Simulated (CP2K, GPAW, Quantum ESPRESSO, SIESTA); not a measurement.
**Other levels on wurtzite SiC, size series (200 atoms)**

The cell holds 200 atoms: 100 Si and 100 C. Cell: a = 15.380 Å, b = 15.380 Å, c = 10.096 Å, α = 90.0°, β = 90.0°, γ = 120.0°. It derives from SiC (wurtzite), repeated 5×5×2. Wurtzite SiC (a = 3.076 Å, c = 5.048 Å), 5 x 5 x 2 conventional cells; every coordinate displaced by a Gaussian of 0.08 Å. Then every atom was moved at random, 0.03 Å r.m.s. a Cartesian component.

Geometry: as built.

The reference, a calculation:

```
method                                           : Kohn-Sham DFT, PBE, SSSP efficiency 1.3.0 pseudopotentials, plane waves (Quantum ESPRESSO 7.5); sssp-pbe-1.3.0-efficiency, cutoffs 45/360 Ry, Γ point
r.m.s. force component                           : 2.614 eV/Å
longest force                                    : 11 eV/Å
pressure                                         : 10.52 GPa
gap (highest filled to lowest empty level) : 1.468 eV
time                                             : 7.2 min on 4 MPI ranks of Arm Neoverse V2, shared host
CPU time                                         : 29 min
```

Runs, in no order:
A. SIESTA PBE, DZ, shift 0.01 Ry, mesh 300 Ry: Kohn-Sham DFT, PBE, PseudoDojo 0.4.1 norm-conserving pseudopotentials (converted to PSML), numerical atomic orbitals (DZ), diagonalisation
B. GPAW PBE, LCAO szp(dzp), h 0.2 Å: Kohn-Sham DFT, PBE, PAW, atomic orbitals (szp(dzp))
C. CP2K PBE, DZVP-MOLOPT-SR, 450/50 Ry, OT CG: Kohn-Sham DFT, PBE, GTH-PBE pseudopotentials, Gaussian and plane waves, DZVP-MOLOPT-SR-GTH, orbital transformation
D. GPAW PBE, LCAO dzp, h 0.2 Å: Kohn-Sham DFT, PBE, PAW, atomic orbitals (dzp)
E. CP2K GFN1-xTB, OT DIIS: GFN1-xTB tight binding (the program's own implementation), orbital transformation

**Question.** Rank the runs by how far their forces lie from the reference's, least first.

C, D, B, A, E.

```csv
run,"Δ force, r.m.s. (meV/Å)",share of r.m.s. force (%),CPU time
"C. CP2K PBE, DZVP-MOLOPT-SR, 450/50 Ry, OT CG",42.0,1.60,48 min
"D. GPAW PBE, LCAO dzp, h 0.2 Å",124,4.75,17 min
"B. GPAW PBE, LCAO szp(dzp), h 0.2 Å",188,7.20,8 min
"A. SIESTA PBE, DZ, shift 0.01 Ry, mesh 300 Ry",387,14.8,3.8 min
"E. CP2K GFN1-xTB, OT DIIS",703,26.9,43 s
```

Periodic xTB results under one method name differ between programs and library versions. The electronic-structure runs sample only Γ, in a cell whose shortest periodic width is 10 Å.

[Logs are printed without paths, hosts, clocks, repeated set-up lines and the standing remarks that a program may print on its own settings, such as how far it seeks lower states.]

[Hosts, paths, dates, database ids (printed as entryN), source tags and the programs' standing remarks are cut or masked in the printed files.]
